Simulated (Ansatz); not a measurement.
Pt in Ansatz: the effect of functional

The system is Pt.

```xyz
2
Lattice="2.8148 0.0000 0.0000 -1.4074 2.4377 0.0000 0.0000 0.0000 4.8861" Properties=species:S:1:pos:R:3 pbc="T T T"
Pt    0.0000    1.6251    1.2215
Pt    1.4074    0.8126    3.6646
```

This isn't the form of Pt at room conditions, which is fcc.

The cell isn't the ideal one: volume scaled by 1.06.

Alike in all runs:

| Property | Result |
| --- | --- |
| Program | Ansatz 0.2.0 |
| Task | single point |
| Potentials or basis | Ansatz PAW |
| k mesh | 11 × 11 × 6 |
| Occupations | fermi-dirac, width 0.05 eV |
| Spin | no spin polarisation |

```tsv
functional	cutoff	pressure (GPa)
LDA	420 eV (not typed: the program's choice for these potentials)	-26.0
PBEsol	420 eV (not typed: the program's choice for these potentials)	?
r2SCAN	500 eV (not typed: the program's choice for these potentials)	-17.6
```

Question: What does the run with functional PBEsol give?

Answer: Pressure -21.5 GPa.

Caveats: the PAW data sets come from PBE, with cores solved anew for the run's functional, which leaves a small shift of forces and pressure.
